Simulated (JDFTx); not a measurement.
Crystal: HfN.

```
Hf N
1.0
     0.00000    2.25600    2.25600
     2.25600    0.00000    2.25600
     2.25600    2.25600    0.00000
Hf N
1 1
Direct
  0.00000 0.00000 0.00000
  0.50000 0.50000 0.50000
```

| Item | Value |
| --- | --- |
| Program | JDFTx 1.7.0 (patched build) |
| Task | single point |
| Functional | PBE |
| Potentials or basis | PseudoDojo-SR-PBE-0.5-standard |
| Cutoff | 1143 eV |
| Density cutoff | 4572 eV |
| k mesh | 10 × 10 × 10 |
| Occupations | fermi-dirac, width 0.05 eV |
| Spin | no spin polarisation |

On this cell: pressure 5.9 GPa; band gap on the k mesh none (metal or under the smearing width).

The same run follows on a disturbed copy (atoms moved at random, drawn with an rms of 0.05 Å):

```xyz
2
Lattice="0.0000 2.2560 2.2560 2.2560 0.0000 2.2560 2.2560 2.2560 0.0000" Properties=species:S:1:pos:R:3 pbc="T T T"
Hf   -0.0046    0.0271    0.0837
N     2.2932    2.2570    2.2327
```

What does the disturbed cell give?

The energy (extrapolated to zero smearing) moves by +40.1 meV/atom; pressure 7.8 GPa; band gap on the k mesh none (metal or under the smearing width).

Stress tensor (GPa, compression positive):
```
 6.68  0.08  0.48
 0.08  6.30 -0.31
 0.48 -0.31 10.30
```
